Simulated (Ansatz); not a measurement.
SnO2: a vibration from a frozen displacement

Theory: DFT r2SCAN, scalar-relativistic, plane waves, PAW (Ansatz 0.2.0). Cutoff 500 eV, Γ-centred 6×6×8 k-points, Gaussian smearing of 0.05 eV. No spin polarisation. Energies are free energies at this smearing, counted from the undisturbed cell; pressure is positive in compression.

Reference structure (as given, not relaxed at this level; it stands at 3.1 GPa):

```
CELL_PARAMETERS angstrom
4.73735 0.00000 0.00000
0.00000 4.73735 0.00000
0.00000 0.00000 3.18640
ATOMIC_POSITIONS crystal
Sn 0.00000 0.00000 0.00000
Sn 0.50000 0.50000 0.50000
O 0.30562 0.30562 0.00000
O 0.19438 0.80562 0.50000
O 0.69438 0.69438 0.00000
O 0.80562 0.19438 0.50000
```

Atom 1 (Sn) is moved by x along the Cartesian unit vector (0.707, 0.707, 0.000); the cell and all other atoms stay fixed. The cell's volume is 71.51 Å³; the moved atoms weigh 118.710 u together and the others 182.706 u. Some rows repeat others by symmetry and weren't run.

| x (Å) | ΔE (meV/cell) | total force on the moved atoms along the move (eV/Å) | pressure (GPa) |
| --- | --- | --- | --- |
| -0.3000 | 1385.75 | 10.9590 | 11.2458 |
| -0.2625 | 1015.19 | 8.8608 | 9.1556 |
| -0.2250 | 717.34 | 7.0709 | 7.4297 |
| -0.1875 | 481.73 | 5.5331 | 6.0310 |
| -0.1500 | 299.84 | 4.1970 | 4.9283 |
| -0.1125 | 165.01 | 3.0165 | 4.0962 |
| -0.0750 | 72.19 | 1.9495 | 3.5155 |
| -0.0375 | 17.88 | 0.9564 | 3.1727 |
| 0.0000 | 0.00 | 0.0000 | 3.0588 |
| 0.0375 | 17.88 | -0.9564 | 3.1727 |
| 0.0750 | 72.19 | -1.9495 | 3.5155 |
| 0.1125 | 165.01 | -3.0165 | 4.0962 |
| 0.1500 | 299.84 | -4.1970 | 4.9283 |
| 0.1875 | 481.73 | -5.5331 | 6.0310 |
| 0.2250 | 717.34 | -7.0709 | 7.4297 |
| 0.2625 | 1015.19 | -8.8608 | 9.1556 |
| 0.3000 | 1385.75 | -10.9590 | 11.2458 |

What frequency belongs to this motion?

The force constant is k = −dF/dx = 25.505 eV/Å², from the parabola through x = -0.0375, 0 and 0.0375. In every cell the moved atoms swing against the rest, so the mass is μ = m₁m₂/(m₁ + m₂) = 71.957 u, and ν̃ = 521.5 cm⁻¹ × √(|k|/μ) = 310 cm⁻¹, at this cell's pressure of 3.1 GPa. The pattern needn't be a normal mode: ν̃² is then a weighted mean of the squared nonzero frequencies at the zone centre of this cell, taken without macroscopic field, so it lies between the lowest and the highest of them.

How far does the harmonic law reach?

At x = -0.300 Å, kx²/2 = 1147.72 meV against the computed 1385.75 meV (+20.7 %): the well stiffens in this direction at large amplitude.

The pressure changes with x². What does that say about the frequency under compression?

With E = k(V)x²/2, k ∝ V^(−2γ) and x scaling with the cell as V^(1/3), P − P0 = −∂E/∂V = (2γ − 2/3) ΔE/V. At x = 0.0750 Å, V(P − P0) = 71.51 × 0.45671 / 160.2 eV = 203.85 meV and ΔE = 72.19 meV, so γ = 1/3 + V(P − P0)/(2ΔE) = 1.75. This is the Grüneisen parameter of the motion under uniform scaling of the cell: shrinking the cell evenly by 1 % in volume raises the frequency by about 1.75 %.